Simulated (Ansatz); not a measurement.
**Co, single point**

Co is taken as a measured crystal structure (space group Fm-3m, primitive cell doubled), 2 atoms in the cell. The computed pressure is over 10 GPa in size, so the cell is far from the computed equilibrium volume. Source: COD entry 9012935; the sample's temperature and pressure aren't taken into account, and it need not be the stable phase.

Method: DFT, r2SCAN, PAW, plane waves, scalar-relativistic in Ansatz development build ahead of 0.2.0.

Input file:

```yaml
crystal:
  lattice:
    - [0.0, 3.59, 3.59]
    - [1.795, 0.0, 1.795]
    - [1.795, 1.795, 0.0]
  atoms:
    - { symbol: Co, position: [0.0, 0.0, 0.0] }
    - { symbol: Co, position: [0.5, 0.0, 0.0], spin: 3.0 }
magnetization:
  spin_polarized: true
hamiltonian:
  xc: r2scan
  pseudopotentials: { kind: paw }
basis:
  ecutwfc: 500
kpoints:
  mp_grid: { grid: [6, 12, 12] }
scf:
  occupations: { method: fermi_dirac, width: 0.1 }
  lower_state_search: "off"
output:
  forces: true
  stress: true
```

Output (shortened):

```
Pseudopotentials: kind: paw
Pseudopotential: Co, paw, valence charge 17, recommended cutoff 500 eV (meta_gga), Co.paw.azcp
Functional definition: r2SCAN
Crystal: 2 atoms, lattice volume = 23.134 Å³
Basis set: ecut = 500 eV, 585 PW (Γ), exchange–correlation on 160×80×80 points (64 copies of the dense FFT grid, shifted against one another)
Bands: 23, of which v1, the nominal top of the filled ones, is band 17 counted from 1 (16 counted from 0)
Symmetry: 12 space group operations
Space group: R-3m (ITA 166), of the structure as read, at distance tolerance 2.8e-5 Å
Magnetic group: BNS 166.97 (UNI 1327), of the structure as read, at distance tolerance 2.8e-5 Å
k-points: 98 of 864
Non-local potential: Co, projectors of the file, l = 0: 3, l = 1: 2, l = 2: 3, l = 3: 1
PAW frozen core: Co, regenerated for the run's functional (the file was generated under x = pbe(κ = 0.804, μ = 0.2195149727645171), c = pbe(β = 0.06672455060314922))
Initial density: superposition of atomic densities (chi_scale 0.1, normalization cell)
Starting moments: Σ|m| = 3 μB on 1 of 2 sites
Initial wavefunctions: pseudopotential atomic-orbital guess
Functional: x = r2scan, c = r2scan; τ floored in thin density (d = 2e-4 eV/Å³)
SCF iter   1: F=-10252.115493 eV  HF=-10262.479988 eV  |F-HF|=1.04e1  |Δ(HF+E_count)|=         —  Δρ=1.26e-1 (↑1.26e-1 ↓1.09e-1)  dr2=1.17e1  dr2_τ=4.37e-2  dr2_m=4.05e-1  M=3.110 μB ∫|m|=3.224 μB  β_m=0.30  ethr=3.10e-3  ⟨swp⟩=5.2  Hψ=17528  notcnv=0
preconditioner: auto → none  [metal: Δε(μ)=0.023 eV  Ē_g=9.582 eV  σ=0.100 eV  W_gap=0.06  n_scr=8 (ndim 8)  ℏωp=32.8 eV  f_vac=0.000  D(μ)=2.19/eV (n_scr^D=28)  sad-step TF]
SCF iter   2: F=-10228.185780 eV  HF=-10263.404860 eV  |F-HF|=3.52e1  |Δ(HF+E_count)|=   9.25e-1  Δρ=3.63e-1 (↑1.31e-1 ↓3.63e-1)  dr2=3.90e1  dr2_τ=1.09e-1  dr2_m=5.15e0  M=1.587 μB ∫|m|=1.794 μB  β_m=0.30  ethr=3.10e-3  ⟨swp⟩=3.2  Hψ=10818  notcnv=0  defer=26  κ⁻¹=1.0e0(r=1)
SCF iter   3: F=-10261.911596 eV  HF=-10262.175610 eV  |F-HF|=2.64e-1  |Δ(HF+E_count)|=    1.23e0  Δρ=7.36e-2 (↑7.36e-2 ↓3.84e-2)  dr2=5.55e-1  dr2_τ=2.43e-1  dr2_m=6.35e-1  M=2.961 μB ∫|m|=3.150 μB  β_m=0.30  ethr=3.10e-3  ⟨swp⟩=2.9  Hψ=9424  notcnv=0  defer=23  κ⁻¹=3.8e-4(r=2)
SCF iter   4: F=-10262.467999 eV  HF=-10262.323029 eV  |F-HF|=1.45e-1  |Δ(HF+E_count)|=   1.47e-1  Δρ=8.08e-2 (↑5.89e-2 ↓8.08e-2)  dr2=9.11e-2  dr2_τ=2.33e-2  dr2_m=1.03e0  M=2.956 μB ∫|m|=3.209 μB  β_m=0.30  ethr=1.63e-3  ⟨swp⟩=2.0  Hψ=7163  notcnv=0  defer=26  κ⁻¹=1.8e-4(r=3)
SCF iter   5: F=-10262.475744 eV  HF=-10262.446041 eV  |F-HF|=2.97e-2  |Δ(HF+E_count)|=   1.23e-1  Δρ=8.67e-2 (↑5.83e-2 ↓8.67e-2)  dr2=2.12e-1  dr2_τ=3.50e-2  dr2_m=1.11e0  M=3.072 μB ∫|m|=3.361 μB  β_m=0.30  ethr=2.68e-4  ⟨swp⟩=2.0  Hψ=6601  notcnv=0  defer=20  κ⁻¹=2.4e-5(r=4)
SCF iter   6: F=-10262.623263 eV  HF=-10262.555725 eV  |F-HF|=6.75e-2  |Δ(HF+E_count)|=   1.10e-1  Δρ=8.33e-2 (↑6.08e-2 ↓8.33e-2)  dr2=1.48e-1  dr2_τ=3.79e-2  dr2_m=1.09e0  M=3.231 μB ∫|m|=3.554 μB  β_m=0.30  ethr=2.68e-4  ⟨swp⟩=2.0  Hψ=6421  notcnv=0  defer=20  κ⁻¹=5.4e-7(r=5)
[... 30 iterations left out ...]
SCF iter  37: F=-10263.071237 eV  HF=-10263.070855 eV  |F-HF|=3.82e-4  |Δ(HF+E_count)|=   6.20e-4  Δρ=8.78e-4 (↑4.11e-4 ↓8.78e-4)  dr2=1.82e-4  dr2_τ=1.12e-6  dr2_m=2.32e-5  M=3.688 μB ∫|m|=4.208 μB  β_m=1.20  ethr=1.81e-7  ⟨swp⟩=2.0  Hψ=6958  notcnv=0  defer=16  κ⁻¹=9.0e-8(r=8)
SCF iter  38: F=-10263.071575 eV  HF=-10263.071479 eV  |F-HF|=9.61e-5  |Δ(HF+E_count)|=   6.24e-4  Δρ=4.16e-4 (↑2.35e-4 ↓4.16e-4)  dr2=2.57e-5  dr2_τ=3.65e-7  dr2_m=4.42e-6  M=3.690 μB ∫|m|=4.210 μB  β_m=1.20  ethr=1.81e-7  ⟨swp⟩=2.0  Hψ=7964  notcnv=0  defer=16  κ⁻¹=3.4e-7(r=8)
SCF iter  39: F=-10263.071685 eV  HF=-10263.071664 eV  |F-HF|=2.03e-5  |Δ(HF+E_count)|=   1.85e-4  Δρ=2.58e-4 (↑2.58e-4 ↓2.01e-4)  dr2=1.81e-6  dr2_τ=1.13e-7  dr2_m=9.60e-6  M=3.690 μB ∫|m|=4.211 μB  β_m=1.20  ethr=7.56e-8  ⟨swp⟩=2.0  Hψ=8057  notcnv=0  defer=16  κ⁻¹=9.6e-6(r=8)
SCF iter  40: F=-10263.071682 eV  HF=-10263.071676 eV  |F-HF|=6.22e-6  |Δ(HF+E_count)|=   1.18e-5  Δρ=2.03e-4 (↑7.05e-5 ↓2.03e-4)  dr2=1.51e-5  dr2_τ=4.88e-8  dr2_m=1.14e-6  M=3.690 μB ∫|m|=4.209 μB  β_m=1.20  ethr=5.33e-9  ⟨swp⟩=2.0  Hψ=7920  notcnv=0  defer=16  κ⁻¹=7.3e-6(r=8)
SCF iter  41: F=-10263.071696 eV  HF=-10263.071696 eV  |F-HF|=3.52e-7  |Δ(HF+E_count)|=   2.01e-5  Δρ=4.86e-5 (↑4.86e-5 ↓4.31e-5)  dr2=1.32e-6  dr2_τ=7.22e-9  dr2_m=2.42e-8  M=3.688 μB ∫|m|=4.207 μB  β_m=1.20  ethr=5.33e-9  ⟨swp⟩=2.0  Hψ=7878  notcnv=0  defer=16  κ⁻¹=5.2e-6(r=8)
SCF iter  42: F=-10263.071697 eV  HF=-10263.071697 eV  |F-HF|=2.65e-7  |Δ(HF+E_count)|=   5.60e-7  Δρ=1.42e-5 (↑1.11e-5 ↓1.42e-5)  dr2=2.69e-8  dr2_τ=6.50e-10  dr2_m=4.00e-9  M=3.688 μB ∫|m|=4.206 μB  β_m=1.20  ethr=2.94e-10  ⟨swp⟩=3.2  Hψ=16981  notcnv=0  κ⁻¹=5.9e-6(r=8)
SCF iter  43: F=-10263.071697 eV  HF=-10263.071697 eV  |F-HF|=1.07e-7  |Δ(HF+E_count)|=   2.88e-7  Δρ=1.00e-5 (↑6.49e-6 ↓1.00e-5)  dr2=1.10e-8  dr2_τ=3.09e-10  dr2_m=1.32e-9  M=3.688 μB ∫|m|=4.206 μB  ethr=7.92e-11  ⟨swp⟩=3.8  Hψ=12751  notcnv=0
SCF 1 converged in 43 iterations: F = -10263.071697 eV  dr2 = 1.10e-8
  greatest PAW one-centre occupation: 1.004 electrons in one spin orbital (limit 2), on the Co atom at site 0 (counted from 0), in its partial waves of l = 1
this state was not tested for a lower state beside it, because the mixer in use, unlike msr1, does not test its closes by its own steps (another_mixer; see scf.mixing.algorithm and scf.lower_state_search)
SCF converged after 43 iterations
Magnetization: 3.6878 μB (18.8439 up, 15.1561 down)
Absolute magnetization: 4.2081 μB (∫|ρ↑−ρ↓|, with the PAW one-centre terms)
Spin contamination: 0.1227 ħ² per cell (⟨S²⟩ above its minimum at these occupations)
Per-site moments (μB) at R_I (Å): [(1.9585, 1.0471), (1.9584, 1.0471)]
Free energy (F): -10263.071697 eV
Harris-Foulkes:  -10263.071697 eV  (|F-HF|=1.07e-7)
Internal energy: -10263.025024 eV  (E = F + TS)
E sigma→0 (E₀):  -10263.048360 eV
Entropy (-TS):   -0.046673 eV (-23.337 meV/atom)
Fermi energy:    17.624279 eV
--- Per-component energies (eV) ---
  E_band       = -581.875386
  E_kinetic    = 903.600215
  E_local      = -5850.431949  (includes V_loc(G=0)·N_el)
  E_nonlocal   = 913.808548
  E_hartree    = 2446.900836
  E_xc         = -313.718752
  E_vxc        = -457.536615  (∫ρ·V_xc dr)
  E_paw        = -3047.860362  (= ΣΔE_a)
  E_vpaw       = -1014.400506  (= ΣTr[D̂ρ^β])
  E_aug_tail   = 0.000072  (compensation charges beyond the density's cutoff)
  E_vtau       = 29.283037  (kinetic-family band-sum trace: ∫τ·v_τ [+ j·A + Jᵃ·Aᵃ] dr)
  E_ewald      = -5314.733219
  E_core_change = -0.590412  (= ΣΔE_core)
  E_smearing   = -0.046673  (= −TS)
  E_closure    = -0.000000  (closes the sum)
  Σ components = -10263.071697   (vs F -10263.071697, Δ=0.00e0)
--- Forces (eV/Å), atoms counted from 1 ---
  atom   1  Co     0.00000000     0.00000000     0.00000000
  atom   2  Co     0.00000000    -0.00000000     0.00000000
  max |Σ_I F_I| component: 8.41e-29 eV/Å
--- Stress (GPa, compression-positive) ---
      -12.347640      -0.000405      -0.000405
       -0.000405     -12.347640       0.000405
       -0.000405       0.000405     -12.347640
  P = ⅓ Tr σ = -12.3476 GPa (-123.476 kbar)
```

Among 13 converged runs of this cell from various starts and settings, this end is the lowest found.

The log names the space group R-3m, not the crystal's Fm-3m, as the starting moments make like atoms unequal.

r2SCAN tends to overstate moments and magnetic energies in itinerant metals.

The run took 25 s on 2 threads of Intel(R) Xeon(R) Platinum 8259CL CPU @ 2.50GHz (shared host), peak memory 0.51 GiB.
